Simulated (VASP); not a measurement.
# Ca (P4_12_12) in VASP: notebook, part 2 of 2

VASP 6.6.1. Earlier steps stand in the parts before.

## (3) Single point, r2SCAN

This run uses another cell than the first one: it holds 3 atoms, not 8.

Contents of POSCAR:

```
Ca
1.0
    6.2181770027      0.0000000000      0.0000000000
   -3.1090885014      5.3850992496      0.0000000000
    0.0000000000      0.0000000000      3.8863551089
Ca
3
Direct
    0.3334013377      0.0000000000      0.3333333333
    0.0000000000      0.3334013377      0.6666666667
    0.6665986623      0.6665986623      0.0000000000
```

Contents of INCAR.step1:

```
SYSTEM = Ca
ALGO = Normal ; EDIFF = 1E-4
ENCUT = 520 ; GGA = PE
ISMEAR = 0 ; LASPH = .True.
LCHARG = .False. ; LREAL = .False.
LWAVE = .True. ; NBANDS = 22
NELM = 100 ; PREC = Accurate
SIGMA = 0.1
```

Contents of INCAR.step2:

```
SYSTEM = Ca
ALGO = Normal ; EDIFF = 1E-7
ENCUT = 520 ; ISIF = 2
ISMEAR = 0 ; ISTART = 1
LASPH = .True. ; LCHARG = .False.
LMIXTAU = .True. ; LREAL = .False.
LWAVE = .False. ; METAGGA = R2SCAN
NBANDS = 22 ; NELM = 100
PREC = Accurate ; SIGMA = 0.1
```

Contents of KPOINTS:

```
k-points
0
Gamma
  6 6 4
  0 0 0
```

Potentials or basis: VASP PAW PBE potentials, release 64 (Ca_sv).

On the command line:

```console
$ cat potpaw_PBE.64/Ca_sv/POTCAR > POTCAR
$ cp INCAR.step1 INCAR
$ mpirun -np 1 vasp_std > vasp.out
$ cp INCAR.step2 INCAR
$ mpirun -np 1 vasp_std > vasp.out
```

Run time: 4.5 min. Hardware: 1 thread of Intel Xeon Platinum 8259CL at 2.50GHz (Skylake/Cascade Lake), shared host; peak memory 0.29 GiB.

The run converged. Its results:

- Free energy: -21.0761 eV
- Pressure: 0.1 GPa
- Band gap on the k mesh: none (metal or under the smearing width)

Stress tensor (GPa, compression positive):
```
 0.17  0.00  0.00
 0.00  0.17  0.00
 0.00  0.00 -0.10
```

Levels at points of the mesh, in eV from the Fermi level:
| k point | band 12 | band 13 | band 14 | band 15 | band 16 | band 17 | band 18 | band 19 |
| --- | --- | --- | --- | --- | --- | --- | --- | --- |
| (0.00, 0.00, 0.00) | -23.91 | -4.26 | 0.24 | 0.24 | 0.24 | 0.24 | 0.65 | 0.65 |
| (0.50, 0.00, 0.00) | -23.91 | -2.77 | -2.77 | -0.80 | -0.08 | 1.62 | 1.66 | 1.66 |
| (0.00, 0.00, 0.50) | -23.95 | -1.57 | -1.57 | 0.18 | 0.18 | 1.07 | 1.07 | 1.07 |
| (0.50, 0.00, 0.50) | -23.92 | -0.86 | -0.56 | -0.56 | -0.18 | 0.57 | 0.57 | 1.60 |

Caveat: the k mesh is coarse (spacing up to 0.40 Å⁻¹), so the values aren't converged; the PAW data sets were made with another functional, which shifts forces and pressure a little.

## (4) Single point, r2SCAN

This run uses another cell than the first one: it holds 1 atom, not 8.

Contents of POSCAR:

```
Ca
1.0
    3.5674401340      0.0000000000      0.0000000000
    0.0000000000      3.5674401340      0.0000000000
    0.0000000000      0.0000000000      3.5674401340
Ca
1
Direct
    0.0000000000      0.0000000000      0.0000000000
```

Contents of INCAR.step1:

```
ALGO = Normal
EDIFF = 1E-4
ENCUT = 520
GGA = PE
ISMEAR = 0
LASPH = T
LCHARG = F
LREAL = F
LWAVE = T
NBANDS = 11
NELM = 100
PREC = Accurate
SIGMA = 0.1
```

Contents of INCAR.step2:

```
ALGO = Normal
EDIFF = 1E-6
ENCUT = 520
ISIF = 2
ISMEAR = 0
ISTART = 1
LASPH = T
LCHARG = F
LMIXTAU = T
LREAL = F
LWAVE = F
METAGGA = R2SCAN
NBANDS = 11
NELM = 100
PREC = Accurate
SIGMA = 0.1
```

Contents of KPOINTS:

```
k-points
0
Gamma
  6 6 6
```

On the command line:

```console
$ cat potpaw_PBE.64/Ca_sv/POTCAR > POTCAR
$ cp INCAR.step1 INCAR
$ mpirun -np 1 vasp_std > vasp.out
$ cp INCAR.step2 INCAR
$ mpirun -np 1 vasp_std > vasp.out
```

Wall time 28 s (1 thread of Intel Xeon Platinum 8259CL at 2.50GHz (Skylake/Cascade Lake), shared host); peak memory 0.16 GiB.

The run converged. Its results:

| Quantity | Value |
| --- | --- |
| Free energy | -6.6394 eV |
| Pressure | -0.3 GPa |
| Band gap on the k mesh | none (metal or under the smearing width) |

Levels at points of the mesh, in eV from the Fermi level:
```
           k point  band 3  band 4  band 5  band 6  band 7  band 8
(0.00, 0.00, 0.00)  -24.02  -24.02   -3.87    1.22    1.22    4.45
(0.50, 0.00, 0.00)  -24.00  -24.00   -1.00   -0.55    1.75    3.24
(0.50, 0.50, 0.00)  -24.18  -23.99   -0.17    1.29    2.45    2.45
(0.50, 0.50, 0.50)  -24.15  -24.15    0.97    0.97    0.97    5.14
```

Caveat: the PAW data sets were made with another functional, which shifts forces and pressure a little.

## (5) Single point, r2SCAN

This run uses another cell than the first one: it holds 1 atom, not 8.

Contents of POSCAR:

```
Ca
1.0
   -2.2130649100      2.2130649100      2.2130649100
    2.2130649100     -2.2130649100      2.2130649100
    2.2130649100      2.2130649100     -2.2130649100
Ca
1
Direct
    0.0000000000      0.0000000000      0.0000000000
```

Contents of INCAR.step1:

```
SYSTEM = Ca
PREC     = Accurate       ! precision mode
ENCUT    = 520            ! plane-wave cutoff, eV
ISMEAR   = 0              ! smearing method
SIGMA    = 0.1            ! smearing width, eV
LREAL    = .False.        ! projectors in reciprocal space
LASPH    = .True.         ! aspherical terms in the spheres
NELM     = 100            ! most SCF steps
NBANDS   = 11             ! bands
GGA      = PE             ! functional
ALGO     = Normal         ! electronic algorithm
EDIFF    = 1E-4           ! SCF threshold, eV
LWAVE    = .True.         ! write WAVECAR
LCHARG   = .False.        ! write CHGCAR
```

Contents of INCAR.step2:

```
SYSTEM = Ca
PREC     = Accurate       ! precision mode
ENCUT    = 520            ! plane-wave cutoff, eV
EDIFF    = 1E-6           ! SCF threshold, eV
ISMEAR   = 0              ! smearing method
SIGMA    = 0.1            ! smearing width, eV
LREAL    = .False.        ! projectors in reciprocal space
LASPH    = .True.         ! aspherical terms in the spheres
NELM     = 100            ! most SCF steps
ALGO     = Normal         ! electronic algorithm
ISIF     = 2              ! what is computed and relaxed
LWAVE    = .False.        ! write WAVECAR
LCHARG   = .False.        ! write CHGCAR
METAGGA  = R2SCAN         ! meta-GGA
LMIXTAU  = .True.       
NBANDS   = 11             ! bands
ISTART   = 1
```

Contents of KPOINTS:

```
Automatic mesh
0
Gamma
  18 18 18
  0 0 0
```

On the command line:

```console
$ cat potpaw_PBE.64/Ca_sv/POTCAR > POTCAR
$ cp INCAR.step1 INCAR
$ mpirun -np 1 vasp_std > vasp.out
$ cp INCAR.step2 INCAR
$ mpirun -np 1 vasp_std > vasp.out
```

Run time: 4.7 min. Hardware: 1 thread of Intel Xeon Platinum 8259CL at 2.50GHz (Skylake/Cascade Lake), shared host; peak memory 0.23 GiB.

It converged, with:

* Free energy: -7.0192 eV
* Pressure: 0.0 GPa
* Band gap on the k mesh: none (metal or under the smearing width)

Levels at points of the mesh, in eV from the Fermi level:
```tsv
k point	band 1	band 2	band 3	band 4	band 5	band 6	band 7	band 8	band 9	band 10
(0.00, 0.00, 0.00)	-43.91	-23.93	-23.93	-23.93	-4.28	2.62	2.62	2.62	3.69	3.69
(0.50, 0.00, 0.00)	-43.89	-24.07	-23.98	-23.93	-0.85	-0.16	1.59	3.60	3.97	4.73
(0.50, 0.50, 0.50)	-43.88	-24.03	-24.03	-24.03	0.16	0.16	4.07	4.07	4.07	4.51
```

Caveat: the PAW data sets were made with another functional, which shifts forces and pressure a little.

## (6) Single point, r2SCAN

This run uses another cell than the first one: it holds 4 atoms, not 8.

Contents of POSCAR:

```
Ca
1.0
    3.9575547823      0.0000000000      0.0000000000
   -1.9787773911      3.4273429783      0.0000000000
    0.0000000000      0.0000000000     12.8694210400
Ca
4
Direct
    0.0000000000      0.0000000000      0.0000000000
    0.3333333300      0.6666666700      0.2500000000
    0.0000000000      0.0000000000      0.5000000000
    0.6666666700      0.3333333300      0.7500000000
```

Contents of INCAR.step1:

```
  ALGO = Normal
  EDIFF = 1E-4
  ENCUT = 520
  GGA = PE
  ISMEAR = 0
  LASPH = True
  LCHARG = False
  LREAL = False
  LWAVE = True
  NBANDS = 28
  NELM = 100
  PREC = Accurate
  SIGMA = 0.1
```

Contents of INCAR.step2:

```
  ALGO = Normal
  EDIFF = 1E-7
  ENCUT = 520
  ISIF = 2
  ISMEAR = 0
  ISTART = 1
  LASPH = True
  LCHARG = False
  LMIXTAU = True
  LREAL = False
  LWAVE = False
  METAGGA = R2SCAN
  NBANDS = 28
  NELM = 100
  PREC = Accurate
  SIGMA = 0.1
```

Contents of KPOINTS:

```
k-points
0
Gamma
  6 6 2
```

Potentials or basis: VASP PAW PBE potentials, release 64 (Ca_sv).

On the command line:

```console
$ cat potpaw_PBE.64/Ca_sv/POTCAR > POTCAR
$ cp INCAR.step1 INCAR
$ mpirun -np 1 vasp_std > vasp.out
$ cp INCAR.step2 INCAR
$ mpirun -np 1 vasp_std > vasp.out
```

It took 4.2 min on 1 thread of Intel Xeon Platinum 8488C (Sapphire Rapids), shared host; peak memory 0.32 GiB.

Results (log left out):

* Free energy: -28.0678 eV
* Pressure: -0.1 GPa
* Band gap on the k mesh: none (metal or under the smearing width)

Stress tensor (GPa, compression positive):
```
-0.33  0.00  0.00
 0.00 -0.33  0.00
 0.00  0.00  0.33
```

Levels at points of the mesh, in eV from the Fermi level:
```
           k point  band 16  band 17  band 18  band 19  band 20  band 21  band 22  band 23  band 24  band 25
(0.00, 0.00, 0.00)   -23.90    -4.26    -3.20    -3.20    -0.95    -0.32     1.61     1.63     2.51     2.51
(0.50, 0.00, 0.00)   -23.93    -1.09    -0.91    -0.62    -0.57    -0.10    -0.01     0.58     0.61     1.28
(0.00, 0.00, 0.50)   -23.92    -3.99    -3.99    -2.03    -2.03     0.64     0.64     2.35     2.35     2.58
(0.50, 0.00, 0.50)   -23.93    -0.96    -0.96    -0.70    -0.70     0.08     0.08     0.56     0.56     1.25
```

Caveat: the PAW data sets were made with another functional, which shifts forces and pressure a little.

## (7) Overview

```csv
cell,k mesh,mesh quality,gap on the mesh (eV),pressure (GPa)
"P4_12_12, 41.69 Å³/atom",4 × 4 × 1,coarse,none,0.5
"P3_121, 43.38 Å³/atom",6 × 6 × 4,coarse,none,0.1
"Pm-3m, 45.4 Å³/atom",6 × 6 × 6,not flagged,none,-0.3
"Im-3m, 43.36 Å³/atom",18 × 18 × 18,not flagged,none,0.0
"P6_3/mmc, 43.64 Å³/atom",6 × 6 × 2,not flagged,none,-0.1
```

Alike in all rows: task single point; level r2SCAN; potentials or basis VASP PAW PBE potentials, release 64 (Ca_sv); no spin polarisation; cutoff (eV) 520; smearing gaussian 0.1 eV.

Caveats: some runs use coarse meshes; the PAW data sets were made with another functional, which shifts forces and pressure a little.

Total energies depend on the potentials used, so only differences within one code and one set of settings carry meaning.
